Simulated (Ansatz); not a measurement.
# CaS (rocksalt): other levels of theory at one geometry

The task here is to estimate one member of a computed series from the others.

Method: DFT at several levels, plane waves, PAW, in Ansatz 0.2.0.

1 further run of the same task is left out (it didn't finish).

## Starting point

The structure is cubic, space group Fm-3m (No. 225). Conventional cell: a = 5.712 Å, b = 5.712 Å, c = 5.712 Å, α = 90.00°, β = 90.00°, γ = 90.00°. Ca (site symmetry m-3m) is surrounded by 6 S at 2.86 Å. S (site symmetry m-3m) has 6 Ca at 2.86 Å as nearest neighbours.

Coordinates:

```cif
data_structure
_symmetry_space_group_name_H-M 'Fm-3m'
_symmetry_Int_Tables_number 225
_cell_length_a 5.7125
_cell_length_b 5.7125
_cell_length_c 5.7125
_cell_angle_alpha 90.000
_cell_angle_beta 90.000
_cell_angle_gamma 90.000
_cell_volume 186.41
loop_
_atom_site_label
_atom_site_type_symbol
_atom_site_symmetry_multiplicity
_atom_site_Wyckoff_symbol
_atom_site_fract_x
_atom_site_fract_y
_atom_site_fract_z
_atom_site_occupancy
Ca1 Ca 4 b 0.50000 0.00000 0.00000 1
S1 S 4 a 0.00000 0.00000 0.00000 1
```

An earlier run at PBE left this cell at 23.302 Å³/atom and -0.02 GPa (10×10×10 mesh), gap on the mesh 2.38 eV.

Levels to run: PBE+SOC; r²SCAN; PBEsol; LDA; HSE06. Hardware: 2 threads of Arm Neoverse V1, shared host.

Set-up of the first run:

Input file input.yaml:

```yaml
crystal:
  lattice:
    - [0.0, 2.856245678, 2.856245678]
    - [2.856245678, 0.0, 2.856245678]
    - [2.856245678, 2.856245678, 0.0]
  atoms:
    - { symbol: Ca, position: [0.5, 0.5, 0.5] }
    - { symbol: S, position: [0.0, 0.0, 0.0] }
basis:
  ecutwfc: 420
  ecutrho_ratio: 4
kpoints:
  mp_grid: { grid: [10, 10, 10] }
hamiltonian:
  xc: pbe
scf:
  occupations: { method: gaussian, width: 0.05 }
output:
  forces: true
  stress: true
  eigenvalues: true
  populations: true
  dos: { projected: true, de: 0.02 }
  write_density: true
  write_potential: true
  elf: true
  volumetric_format: npy
magnetization:
  noncollinear: true
  spin_orbit: true
```

Command:

```
$ ansatz run input.yaml --threads 2 --pin off --max-ram 2662MiB --backend cpu --events-out ev --progress --plain --runs-dir out
```

Steps of the session up to this table: PBE+SOC; r²SCAN; PBEsol; LDA; HSE06.

One of the session's tables, all rows but one given; the rest of the session is left out.

| level | gap on the mesh (eV) | pressure (GPa) |
| --- | --- | --- |
| PBE | 2.38 | 0.0 |
| LDA | 2.17 | -4.5 |
| PBEsol | 2.26 | -2.4 |
| PBE+SOC | 2.35 | 0.0 |
| r²SCAN | 2.82 | -0.5 |
| HSE06 | ? | ? |

**Question.** Estimate the row for HSE06.

The run gave: gap on the mesh (eV): 3.43; pressure (GPa): -0.4. In the column «gap on the mesh (eV)» it is the highest.

The pressure runs from -4.5 GPa (LDA) to 0.0 GPa (PBE); a negative pressure means that level wants a smaller cell, a positive one a larger cell. The gap is widest with HSE06 (3.43 eV) and narrowest with LDA (2.17 eV). Total energies of different levels have different zeros and can't be compared.

To keep in mind: Warnings in the runs' records: stress scf threshold loose, stress exchange threshold loose.
